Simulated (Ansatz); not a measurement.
Crystal: SiNi.

```
Ni Si
1.0
     4.50369    0.00000    0.00000
     0.00000    4.50369    0.00000
     0.00000    0.00000    4.50369
Ni Si
4 4
Direct
  0.14950 0.14950 0.14950
  0.64950 0.35050 0.85050
  0.85050 0.64950 0.35050
  0.35050 0.85050 0.64950
  0.84683 0.84683 0.84683
  0.34683 0.65317 0.15317
  0.15317 0.34683 0.65317
  0.65317 0.15317 0.34683
```

The cell is a database's computed one.

```yaml
Program: Ansatz 0.2.0
Task: single point
Functional: PBEsol
Potentials_or_basis: Ansatz PAW
Cutoff: "420 eV (not typed: the program's choice for these potentials)"
k_mesh: 6 × 6 × 6
Occupations: fermi-dirac, width 0.05 eV
Spin: collinear spin, ferromagnetic start
Starting_moments: "[1.0, 1.0, 1.0, 1.0, 0.0, 0.0, 0.0, 0.0] μB"
```

On this cell: pressure -4.6 GPa; largest force 0.038 eV/Å; net moment 0.00 μB per cell; band gap on the k mesh none (metal or under the smearing width).

The same run follows on a disturbed copy (atoms moved at random, drawn with an rms of 0.05 Å):

```
CELL_PARAMETERS angstrom
4.50369 0.00000 0.00000
0.00000 4.50369 0.00000
0.00000 0.00000 4.50369
ATOMIC_POSITIONS crystal
Ni 0.14452 0.15394 0.15302
Ni 0.65771 0.35351 0.84364
Ni 0.84568 0.65345 0.34310
Ni 0.34388 0.85179 0.63889
Si 0.84108 0.84656 0.84290
Si 0.34286 0.64901 0.16321
Si 0.16102 0.34485 0.66406
Si 0.65234 0.15385 0.34595
```

Task: What changes?

Result: The energy (extrapolated to zero smearing) moves by +7.7 meV/atom; pressure -4.2 GPa; largest force 0.530 eV/Å; net moment 0.00 μB per cell; band gap on the k mesh none (metal or under the smearing width).

Forces in eV/Å, atoms in the order of the input:
```
Ni   0.078 -0.246 -0.015
Ni  -0.178 -0.010  0.259
Ni   0.077 -0.191  0.255
Ni   0.109 -0.046  0.433
Si   0.168  0.101  0.019
Si   0.040  0.052 -0.524
Si  -0.316  0.231 -0.357
Si   0.022  0.108 -0.069
```

Stress tensor (GPa, compression positive):
```
-3.85  0.46 -0.48
 0.46 -4.35  0.32
-0.48  0.32 -4.41
```

Caveats: the PAW data sets come from PBE, with cores solved anew for the run's functional, which leaves a small shift of forces and pressure; the starting moments weren't kept.
